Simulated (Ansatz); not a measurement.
# Rb: what relativity and spin–orbit coupling change

```yaml
crystal:
  lattice:
    - [-2.80600, 2.80600, 2.80600]
    - [2.80600, -2.80600, 2.80600]
    - [2.80600, 2.80600, -2.80600]
  atoms:
    - { symbol: Rb, position: [0.00000, 0.00000, 0.00000] }
```

The cell is a measured one (Crystallography Open Database entry 9012874); the temperature and pressure of the measurement aren't taken into account, and nothing was relaxed.

One fixed cell is solved with PBE by all-electron LAPW in Ansatz 0.2.0 under different relativistic treatments. Pressure is positive in compression.

The runs use a Γ-centred 8×8×8 k mesh, Fermi–Dirac smearing of 0.05 eV, basis error target 1 meV/atom, no spin polarisation.

| setting | P (GPa) | lowest level at Γ above −25 eV, from the valence-band top or, without a gap, the Fermi level (eV) |
| --- | --- | --- |
| scalar-relativistic | 0.10 | -12.95 |
| non-relativistic | ? | -13.00 |
| with spin–orbit coupling | 0.10 | ? |

Problem. Give the missing entry: row "with spin–orbit coupling", column "lowest level at Γ above −25 eV, from the valence-band top or, without a gap, the Fermi level (eV)".

Solution. -13.55.

Problem. Give the missing entry: row "non-relativistic", column "P (GPa)".

Solution. 0.19.
